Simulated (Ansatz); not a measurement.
# Pd12S: the cost of one run

Method: DFT PBE, scalar-relativistic, plane waves, PAW, in Ansatz 0.2.0.

4 further runs of the same task are left out: 2 that didn't finish, 2 set aside as unsound or not needed.

## Step 1: The starting structure

The structure is cubic, space group Fm-3m (No. 225). The conventional cell has a = 3.890 Å, b = 3.890 Å, c = 3.890 Å, α = 90.00°, β = 90.00°, γ = 90.00°. Pd (site symmetry m-3m) has 12 Pd at 2.75 Å as nearest neighbours.

Structure file:

```cif
data_structure
_symmetry_space_group_name_H-M 'Fm-3m'
_symmetry_Int_Tables_number 225
_cell_length_a 3.8898
_cell_length_b 3.8898
_cell_length_c 3.8898
_cell_angle_alpha 90.000
_cell_angle_beta 90.000
_cell_angle_gamma 90.000
_cell_volume 58.85
loop_
_atom_site_label
_atom_site_type_symbol
_atom_site_symmetry_multiplicity
_atom_site_Wyckoff_symbol
_atom_site_fract_x
_atom_site_fract_y
_atom_site_fract_z
_atom_site_occupancy
Pd1 Pd 4 a 0.00000 0.00000 0.00000 1
```

The structure comes from the Crystallography Open Database.

## Step 7: Setting up the map

Atoms count from 1 in the order of the input.

S is moved over the surface cell; relaxed at each place: the height of the adsorbate's atoms; substrate rigid; the origin of the map has the adsorbate above Pd9.

- position of S13 along the first surface vector, from above Pd9: 6 values from 0.000 to 0.833, periodic
- position of S13 along the second surface vector, from above Pd9: 6 values from 0.000 to 0.833, periodic

Relaxed at each point: the height of the adsorbate's atoms; substrate rigid. Points are written as (first, second).

The two vectors of the plane (Å): (2.788, 0.000, 0.000); (-1.394, 2.414, 0.000).

(The set-up runs are not shown.)

## Step 8: The run at (0/6, 0/6) of the map's two axes

Input file input.yaml:

```yaml
crystal:
  lattice:
    - [5.5751887913, 0.0, 0.0]
    - [-2.7875943957, 4.8282551242, 0.0]
    - [0.0, 0.0, 20.0521225866]
  atoms:
    - { symbol: Pd, position: [0.3333333333, 0.1666666667, 0.199480129] }
    - { symbol: Pd, position: [0.3333333333, 0.6666666667, 0.199480129] }
    - { symbol: Pd, position: [0.8333333333, 0.1666666667, 0.199480129] }
    - { symbol: Pd, position: [0.8333333333, 0.6666666667, 0.199480129] }
    - { symbol: Pd, position: [0.1666666667, 0.3333333333, 0.3129873791] }
    - { symbol: Pd, position: [0.1666666667, 0.8333333333, 0.3129873791] }
    - { symbol: Pd, position: [0.6666666667, 0.3333333333, 0.3129873791] }
    - { symbol: Pd, position: [0.6666666667, 0.8333333333, 0.3129873791] }
    - { symbol: Pd, position: [0.0, 0.0, 0.4264946292] }
    - { symbol: Pd, position: [0.0, 0.5, 0.4264946292] }
    - { symbol: Pd, position: [0.5, 0.0, 0.4264946292] }
    - { symbol: Pd, position: [0.5, 0.5, 0.4264946292] }
    - { symbol: S, position: [0.0, 0.0, 0.5481775078] }
basis:
  ecutwfc: 420
kpoints:
  mp_grid: { grid: [6, 6, 1] }
hamiltonian:
  xc: pbe
scf:
  occupations: { method: gaussian, width: 0.1 }
output:
  forces: true
  eigenvalues: true
  write_density: true
  write_potential: true
  elf: true
  volumetric_format: npy
relax:
  adjacent_minimum: "off"
  f_tol: 0.025
  max_steps: 16
  constraints:
    - { sites: [0, 1, 2, 3, 4, 5, 6, 7, 8, 9, 10, 11] }
    - { sites: [12], fix: xy }
efield:
  axis: 3
  dipole_correction: true
  ramp_width: 0.04
```

Launch:

```console
$ ansatz run input.yaml --threads 4 --pin off --max-ram 12288MiB --backend cpu --events-out ev --progress --plain --runs-dir out
```

What time and memory should one allow on 4 threads of Arm Neoverse V2, shared host?

About 84 s, with a peak of 1.7 GiB.
